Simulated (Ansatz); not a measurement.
# SiNi: the cost of one run

Program: Ansatz 0.2.0. Level of theory: DFT PBEsol, scalar-relativistic, plane waves, PAW. These are calculated values, not measurements.

2 further runs of the same task are left out: 2 set aside as unsound or not needed.

## 1. The system as given

The structure is cubic, space group P2_13 (No. 198). Conventional cell: a = 4.468 Å, b = 4.468 Å, c = 4.468 Å, α = 90.00°, β = 90.00°, γ = 90.00°. Around Si (site symmetry 3) lie 7 Ni at 2.34 to 2.42 Å. Ni (site symmetry 3) has 7 Si at 2.34 to 2.42 Å as nearest neighbours.

Structure file:

```
CELL_PARAMETERS angstrom
4.46798 0.00000 0.00000
0.00000 4.46798 0.00000
0.00000 0.00000 4.46798
ATOMIC_POSITIONS crystal
Si 0.84646 0.84646 0.84646
Si 0.65354 0.15354 0.34646
Si 0.34646 0.65354 0.15354
Si 0.15354 0.34646 0.65354
Ni 0.14899 0.14899 0.14899
Ni 0.35101 0.85101 0.64899
Ni 0.64899 0.35101 0.85101
Ni 0.85101 0.64899 0.35101
```

It is the result of an earlier relaxation at this level (volume 11.15 Å³/atom; gap on the mesh: none (metal)).

## 2. Electronic structure at the relaxed geometry

File input.yaml:

```yaml
crystal:
  lattice:
    - [4.4679769699, 0.0, 0.0]
    - [0.0, 4.4679769699, 0.0]
    - [0.0, 0.0, 4.4679769699]
  atoms:
    - { symbol: Si, position: [0.8464645197, 0.8464645197, 0.8464645197] }
    - { symbol: Si, position: [0.6535354803, 0.1535354803, 0.3464645197] }
    - { symbol: Si, position: [0.3464645197, 0.6535354803, 0.1535354803] }
    - { symbol: Si, position: [0.1535354803, 0.3464645197, 0.6535354803] }
    - { symbol: Ni, position: [0.1489904748, 0.1489904748, 0.1489904748] }
    - { symbol: Ni, position: [0.3510095252, 0.8510095252, 0.6489904748] }
    - { symbol: Ni, position: [0.6489904748, 0.3510095252, 0.8510095252] }
    - { symbol: Ni, position: [0.8510095252, 0.6489904748, 0.3510095252] }
basis:
  ecutwfc: 420
kpoints:
  mp_grid: { grid: [8, 8, 8] }
  band_path:
    path:
      - [[0.0, 0.0, 0.0], [0.0, 0.5, 0.0], [0.5, 0.5, 0.0], [0.0, 0.0, 0.0], [0.5, 0.5, 0.5], [0.0, 0.5, 0.0]]
      - [[0.5, 0.5, 0.5], [0.5, 0.5, 0.0], [0.5, 0.0, 0.0]]
    npoints: 14
hamiltonian:
  xc: pbesol
scf:
  occupations: { method: gaussian, width: 0.1 }
  n_extra_bands: 20
output:
  forces: true
  stress: true
  eigenvalues: true
  populations: true
  dos: { projected: true, de: 0.02, nscf_kmesh: { grid: [12, 12, 12] } }
  bader: true
  write_density: true
  write_potential: true
  elf: true
  volumetric_format: npy
```

Command:

```bash
$ ansatz run input.yaml --threads 2 --pin off --max-ram 5120MiB --backend cpu --events-out ev --progress --plain --runs-dir out
```

What time and memory should one allow on 2 threads of Arm Neoverse V2, shared host?

About 1.9 min, with a peak of 0.66 GiB.
